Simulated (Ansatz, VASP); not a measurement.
B: VASP beside Ansatz

```
CELL_PARAMETERS angstrom
1.78894 0.00000 0.00000
-0.89447 1.54927 0.00000
0.00000 0.00000 22.53704
ATOMIC_POSITIONS crystal
B 0.00000 0.00000 0.00000
B 0.00000 0.00000 0.50000
B 0.33333 0.66667 0.25000
B 0.66667 0.33333 0.75000
```

Alike in both runs: task single point; functional revPBE; k mesh 23 × 23 × 2; occupations fermi-dirac, width 0.1 eV; no spin polarisation.

|  | VASP | Ansatz |
| --- | --- | --- |
| version | VASP 6.6.1 | Ansatz 0.2.0 |
| potentials or method | VASP PAW PBE potentials, release 64 (B) | plane waves (420 eV) with PAW, scalar-relativistic |
| plane-wave cutoff (eV) | 520 | 420 |
| valence electrons in the cell | 12 | 12 |

Ansatz gave:

```
pressure (GPa)                                  : -11.3
largest component of the traceless stress (GPa) : 11.34
```

**Question.** Estimate VASP's values.

**Answer.** Pressure (GPa): -11.4; largest component of the traceless stress (GPa): 11.40.

With one functional, cell and mesh, what is left measures potentials, basis and numerics.

Caveats: the PAW data sets were made with another functional, which shifts forces and pressure a little (VASP).
